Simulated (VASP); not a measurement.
# CaF2 (scanat) (Fm-3m) in VASP: single point with r2SCAN

Aim: the single point of CaF2 (scanat) with r2SCAN.

All numbers are computed with VASP 6.6.1; they aren't measurements. Logs are shortened: lines on timing, memory, paths and dates and some standing lists are left out, and cuts for length are marked.

### Step 1. The crystal as given

It takes space group Fm-3m (No. 225, cubic). The conventional cell has a = 5.421 Å, b = 5.421 Å, c = 5.421 Å, α = 90.00°, β = 90.00°, γ = 90.00°. Ca (site symmetry m-3m) is surrounded by 8 F at 2.35 Å. F (site symmetry -43m) has 4 Ca at 2.35 Å as nearest neighbours.

### Step 2. Single point, r2SCAN

Input file POSCAR:

```
CaF2
1.0
    0.0000000000      2.7103834723      2.7103834723
    2.7103834723      0.0000000000      2.7103834723
    2.7103834723      2.7103834723      0.0000000000
Ca F
1 2
Direct
    0.0000000000      0.0000000000      0.0000000000
    0.2500000000      0.2500000000      0.2500000000
    0.7500000000      0.7500000000      0.7500000000
```

Input file INCAR.step1:

```
PREC     = Accurate       # precision mode
ENCUT    = 520            # plane-wave cutoff, eV
ISMEAR   = 0              # smearing method
SIGMA    = 0.02           # smearing width, eV
LREAL    = F              # projectors in reciprocal space
LASPH    = T              # aspherical terms in the spheres
NELM     = 100            # most SCF steps
NBANDS   = 19             # bands
GGA      = PE             # functional
ALGO     = Normal         # electronic algorithm
EDIFF    = 1E-4           # SCF threshold, eV
LWAVE    = T              # write WAVECAR
LCHARG   = F              # write CHGCAR
```

Input file INCAR.step2:

```
PREC     = Accurate       # precision mode
ENCUT    = 520            # plane-wave cutoff, eV
EDIFF    = 1E-6           # SCF threshold, eV
ISMEAR   = 0              # smearing method
SIGMA    = 0.02           # smearing width, eV
LREAL    = F              # projectors in reciprocal space
LASPH    = T              # aspherical terms in the spheres
NELM     = 100            # most SCF steps
ALGO     = Normal         # electronic algorithm
ISIF     = 2              # what is computed and relaxed
LWAVE    = F              # write WAVECAR
LCHARG   = F              # write CHGCAR
METAGGA  = R2SCAN         # meta-GGA
LMIXTAU  = T            
NBANDS   = 19             # bands
ISTART   = 1
```

Input file KPOINTS:

```
regular mesh
0
Gamma
  8 8 8
```

Potentials or basis: VASP PAW PBE potentials, release 64 (Ca_sv, F).

Run with:

```
cat potpaw_PBE.64/Ca_sv/POTCAR potpaw_PBE.64/F/POTCAR > POTCAR
cp INCAR.step1 INCAR
mpirun -np 1 vasp_std > vasp.out
cp INCAR.step2 INCAR
mpirun -np 1 vasp_std > vasp.out
```

OUTCAR:

```text
PREC = Accurate
   ENCUT = 520
   EDIFF = 1E-6
   ISMEAR = 0
   LREAL = F
   LASPH = T
   NELM = 100
   ISIF = 2
   METAGGA = R2SCAN
   ISTART = 1

 ion  position               nearest neighbor table
   1  0.000  0.000  0.000-   3 2.35   3 2.35   3 2.35   2 2.35   3 2.35   2 2.35   2 2.35   2 2.35

   2  0.250  0.250  0.250-   1 2.35   1 2.35   1 2.35   1 2.35
   3  0.750  0.750  0.750-   1 2.35   1 2.35   1 2.35   1 2.35

  LATTYP: Found a face centered cubic cell.
 ALAT       =     5.4207669446

  Lattice vectors:

 A1 = (   0.0000000000,   2.7103834723,   2.7103834723)
 A2 = (   2.7103834723,   0.0000000000,   2.7103834723)
 A3 = (   2.7103834723,   2.7103834723,   0.0000000000)

Analysis of symmetry for initial positions (statically):
=====================================================================
 Subroutine PRICEL returns:
 Original cell was already a primitive cell.

 Routine SETGRP: Setting up the symmetry group for a
 face centered cubic supercell.

 Subroutine GETGRP returns: Found 48 space group operations
 (whereof 48 operations were pure point group operations)
 out of a pool of 48 trial point group operations.

The static configuration has the point symmetry O_h .

Analysis of symmetry for dynamics (positions and initial velocities):
=====================================================================
 Subroutine PRICEL returns:
 Original cell was already a primitive cell.

 Routine SETGRP: Setting up the symmetry group for a
 face centered cubic supercell.

 Subroutine GETGRP returns: Found 48 space group operations
 (whereof 48 operations were pure point group operations)
 out of a pool of 48 trial point group operations.

The dynamic configuration has the point symmetry O_h .

 Subroutine INISYM returns: Found 48 space group operations
 (whereof 48 operations are pure point group operations),
 and found     1 'primitive' translations

----------------------------------------------------------------------------------------

                                     Primitive cell

  volume of cell :      39.8219

  direct lattice vectors                    reciprocal lattice vectors
     0.000000000  2.710383472  2.710383472    -0.184475741  0.184475741  0.184475741
[... 84 lines left out ...]
   LSORBIT =      F    spin-orbit coupling
   LASPH  =      T    aspherical Exc in radial PAW
   ENCUT  =  520.0 eV  38.22 Ry    6.18 a.u.   7.13  7.13  7.13*2*pi/ulx,y,z
   NELM   =    100;   NELMIN=  2; NELMDL=  0     # of ELM steps
   EDIFF  = 0.1E-05   stopping-criterion for ELM
   LREAL  =      F    real-space projection
   EDIFFG = 0.1E-04   stopping-criterion for IOM
   NSW    =      0    number of steps for IOM
   IBRION =     -1    ionic relax: 0-MD 1-quasi-New 2-CG
   NFREE  =      0    steps in history (QN), initial steepest desc. (CG)
   ISIF   =      2    stress and relaxation
   ISYM   =      2    0-nonsym 1-usesym 2-fastsym
   POTIM  = 0.5000    time-step for ionic-motion
   TEBEG  =    0.0;   TEEND  =   0.0 temperature during run
   PSTRESS=    0.0 pullay stress
   NELECT =      24.0000    total number of electrons
   NUPDOWN=      -1.0000    fix difference up-down
   EMIN   =  10.00;   EMAX   =-10.00  energy-range for DOS
   EFERMI =   0.00;   METHOD = LEGACY
   ISMEAR =     0;   SIGMA  =   0.02  broadening in eV -4-tet -1-fermi 0-gaus
   EFERMI_NEDOS =   21; number of points for ismear=-14 and -15
   IALGO  =     38    algorithm
   IMIX   =      4    mixing-type and parameters
     AMIX     =   0.40;   BMIX     =  1.00
     AMIX_MAG =   1.60;   BMIX_MAG =  1.00
  volume/ion in A,a.u.               =      13.27        89.58
  Fermi-wavevector in a.u.,A,eV,Ry     =   1.382838  2.613184 26.017602  1.912240
  Thomas-Fermi vector in A             =   2.507492
   LORBIT       =      0    0 simple, 1 ext, 2 COOP (PROOUT), +10 PAW based schemes
   METAGGA = R2SCAN    functional components
   LHFCALC =     F    Hartree Fock is set to
   AEXX    =    0.0000 exact exchange contribution
   IVDW    =     0    specifies the selected vdW correction
   LEPSILON=     F    determine dielectric tensor
   LRPA    =     F    only Hartree local field effects (RPA)
 non-spin polarized calculation
 Gauss-broadening in eV      SIGMA  =   0.02
  energy-cutoff  :      520.00
  volume of cell :       39.82
 maximum number of plane-waves:      1090
 NGX is ok and might be reduce to    30
   NGX = 15   NGY = 15   NGZ = 15

 number of electron      23.9999982 magnetization

 Free energy of the ion-electron system (eV)
  ---------------------------------------------------
  ext. energy  EPLUGINS =         0.00000000
  ---------------------------------------------------
  free energy    TOTEN  =       -25.94456328 eV

  energy without entropy =      -25.94456328  energy(sigma->0) =      -25.94456328

 E-fermi :  -1.2189     XC(G=0): -10.3678

 val. band max:       -1.4186260020   @ k =   0.5000   0.5000   0.0000
 cond. band min:       6.6627068301   @ k =   0.0000   0.0000   0.0000
 fundamental gap:      8.0813328321
 Fermi energy:        -1.2189082817

 k-point     1 :       0.0000    0.0000    0.0000
  band No.  band energies     occupation
      1     -38.5583      2.00000
      2     -22.5390      2.00000
      3     -21.7563      2.00000
      4     -18.6212      2.00000
      5     -18.6212      2.00000
      6     -18.6211      2.00000
[... 505 lines left out ...]
      6     -18.2725      2.00000
[... 11 lines left out ...]
     18      11.9402      0.00000
     19      14.1608      0.00000

 [... further k-points ...]

------------------------ aborting loop because EDIFF is reached ----------------------------------------

  FORCE on cell =-STRESS in cart. coord.  units (eV):
  Direction    XX          YY          ZZ          XY          YZ          ZX
  --------------------------------------------------------------------------------------
  -------------------------------------------------------------------------------------
  Total        0.3931649      0.3931649      0.3931649     -0.0000000      0.0000000      0.0000000
  in kB       15.8184200     15.8184200     15.8184200     -0.0000000      0.0000000      0.0000000
  external PRESSURE =      15.8184200 kB  Pullay stress =       0.0000000 kB

 VOLUME and BASIS-vectors are now :
 -----------------------------------------------------------------------------
  energy-cutoff  :      520.00
  volume of cell :       39.82
      direct lattice vectors                 reciprocal lattice vectors
     0.000000000  2.710383472  2.710383472    -0.184475741  0.184475741  0.184475741
     2.710383472  0.000000000  2.710383472     0.184475741 -0.184475741  0.184475741
     2.710383472  2.710383472  0.000000000     0.184475741  0.184475741 -0.184475741

 POSITION                                       TOTAL-FORCE (eV/Angst)
 -----------------------------------------------------------------------------------
      0.00000      0.00000      0.00000         0.000000      0.000000     -0.000000
      1.35519      1.35519      1.35519        -0.000000     -0.000000     -0.000000
      4.06558      4.06558      4.06558        -0.000000      0.000000      0.000000
 -----------------------------------------------------------------------------------
    total drift:                                0.000000     -0.000000      0.000000

  FREE ENERGIE OF THE ION-ELECTRON SYSTEM (eV)
  ---------------------------------------------------
  free  energy   TOTEN  =       -25.9445632792 eV

  energy  without entropy=      -25.9445632792  energy(sigma->0) =      -25.94456328
```

Wall time 62 s (1 thread of AMD EPYC 9R45 (Zen 5), shared host); peak memory 0.14 GiB.

What came out:

```
Free energy            : -25.9446 eV
Pressure               : 1.6 GPa
Band gap on the k mesh : 8.08 eV, indirect (least direct gap 8.34 eV)
```

Caveat: the PAW data sets were made with another functional, which shifts forces and pressure a little.
